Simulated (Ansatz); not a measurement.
Consider the hydrogen abstraction from the Si–H bond: `[SiH2]` + `F[C](F)F`• → `[SiH]`• + `FC(F)F`.

Isolated molecules relaxed with PBE0-D4/def2-TZVP in Ansatz; ΔE leaves out vibrations. CCSD(T)/CBS adds triple-zeta CCSD(T) − MP2 to the extrapolated MP2 energy (def2 sets, frozen cores). This one scheme is used for every species. DFT in def2-TZVPP. HSE06 is defined as in plane-wave codes. Open shells (•) are unrestricted, without spin–orbit coupling.

`[SiH2]`:

Z-matrix (Å, degrees):
```
Si
H 1 1.525
H 1 1.525 2 91.2
```

`F[C](F)F`•:

Z-matrix (Å, degrees):
```
C
F 1 1.313
F 1 1.313 2 111.4
F 1 1.313 2 111.4 3 125.1
```

`[SiH]`•:

Cartesian coordinates in Å:
```
Si -0.463 0.610 -0.012
H 0.463 -0.610 0.012
```

`FC(F)F`:

Z-matrix (Å, degrees):
```
C
F 1 1.331
F 1 1.331 2 108.5
F 1 1.331 2 108.5 3 -117.7
H 1 1.093 2 110.4 3 121.1
```

(1) Is it downhill or uphill in electronic energy at CCSD(T)/CBS, and by how much? (An estimate is asked.)

(2) What do these levels give: r2SCAN-D4, HSE06-D4, BHLYP-D4, CAM-B3LYP, MP2/def2-SVP, SCS-MP2/def2-QZVPP? (An estimate is asked.)

Largest T1 diagnostic among the species: 0.034.

## Answers

(1) The calculation gave: Downhill: ΔE = -33.8 kcal/mol.

(2) Computed: r2SCAN-D4 -30.2, HSE06-D4 -32.0, BHLYP-D4 -32.3, CAM-B3LYP -31.9, MP2/def2-SVP -35.1, SCS-MP2/def2-QZVPP -34.6 kcal/mol.

In def2-TZVPP, CCSD(T) changes the Hartree–Fock value by −3.1 kcal/mol (the triples alone add +0.1 kcal/mol) and MP2 by −4.0 kcal/mol. From r2SCAN to r2SCAN0 (25 % exact exchange), in def2-TZVPP and without D4, ΔE moves by −1.0 kcal/mol. Leaving LDA and LC-ωPBE aside and taking each functional with its dispersion term where it has one, the values, not all of them listed here, spread over 4.1 kcal/mol, from PBE-QIDH to BLYP-D4. LDA lies −1.6 kcal/mol from PBE without D4.
